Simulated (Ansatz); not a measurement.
AlNi:

```xyz
2
Lattice="2.8810 0.0000 0.0000 0.0000 2.8810 0.0000 0.0000 0.0000 2.8810" Properties=species:S:1:pos:R:3 pbc="T T T"
Ni    1.4405    1.4405    1.4405
Al    0.0000    0.0000    0.0000
```

| Quantity | Value |
| --- | --- |
| Program | Ansatz 0.2.0 |
| Task | relaxation of cell and atoms |
| Functional | HSEsol |
| Potentials or basis | Ansatz PAW |
| Cutoff | 420 eV (not typed: the program's choice for these potentials) |
| k mesh | 5 × 5 × 5 |
| Occupations | fermi-dirac, width 0.05 eV |
| Spin | collinear spin, ferromagnetic start |
| Starting moments | [1.0, 0.0] μB |

At the start: volume 11.96 Å³/atom.

How do energy, volume and symmetry change on relaxing?

It ends after 5 steps and the volume is 11.53 Å³/atom (-3.6 %); space group Pm-3m (No. 221, to 0.05 Å); moment 0.44 μB per cell.

The path:
```tsv
step	energy change (eV)	largest force (eV/Å)	volume (Å³)
1	0.0000	0.0000	23.91
2	-0.0150	0.0000	23.38
3	-0.0180	0.0000	23.03
4	-0.0179	0.0000	23.06
5	-0.0169	0.0000	23.06
```

Final structure:
```yaml
crystal:
  lattice:
    - [2.84615, 0.00000, 0.00000]
    - [0.00000, 2.84615, 0.00000]
    - [0.00000, 0.00000, 2.84615]
  atoms:
    - { symbol: Ni, position: [0.50000, 0.50000, 0.50000] }
    - { symbol: Al, position: [0.00000, 0.00000, 0.00000] }
```

Caveat: the k mesh is coarse (spacing up to 0.44 Å⁻¹), so the values aren't converged, least of all with exact exchange; the magnetic or orbital state may not be the lowest; the plane-wave basis is chosen anew once the cell has moved, so the energies of steps on either side of that aren't comparable; the PAW data sets come from PBE, with cores solved anew for the run's functional, which leaves a small shift of forces and pressure.
